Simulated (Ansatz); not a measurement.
Runs of Ansatz 0.2.0 on SnSe2. The structure is trigonal, space group P-3m1 (No. 164). The conventional cell has a = 3.811 Å, b = 3.811 Å, c = 6.136 Å, α = 90.00°, β = 90.00°, γ = 120.00°. Around Sn (site symmetry -3m) lie 6 Se at 2.68 Å. Se (site symmetry 3m) has 3 Sn at 2.68 Å as nearest neighbours. 

```csv
task,level,cell,points for each segment of the path,gap on the mesh (eV),pressure (GPa),relaxed volume (Å³/atom),largest force (eV/Å)
relaxation of cell and atoms,PBE0,relaxed,-,2.12,0.0,28.95,-
band structure,HSE06,as given,4,1.53,(a),-,0.33
band structure,PBE0,as given,4,(c),(b),-,0.31
relaxation of cell and atoms,HSE06,relaxed,-,1.45,0.0,28.95,0.01
```

Alike in all rows: potentials or basis Ansatz PAW; no spin polarisation; k mesh 6 × 6 × 4; cutoff (eV) 420; smearing fermi-dirac 0.05 eV.

**Question.** Estimate the missing entries.

**Answer.** (a) 2.8; (b) 2.6; (c) 2.20.

Caveats: spin-orbit coupling is left out, which moves the levels of the heavy elements; this functional lacks dispersion, which binds the layers, so the pressure and a relaxed spacing across them are unreliable; the PAW data sets come from PBE, with cores solved anew for the run's functional, which leaves a small shift of forces and pressure; the plane-wave basis is chosen anew once the cell has moved, so the energies of steps on either side of that aren't comparable (some runs); the k mesh misses the band edges, so the gap on the mesh is wider than the one along the path (some runs); the thresholds are loose for stress (some runs).

A k mesh can miss the band edges, and the runs leave out spin-orbit coupling on Se, Sn.
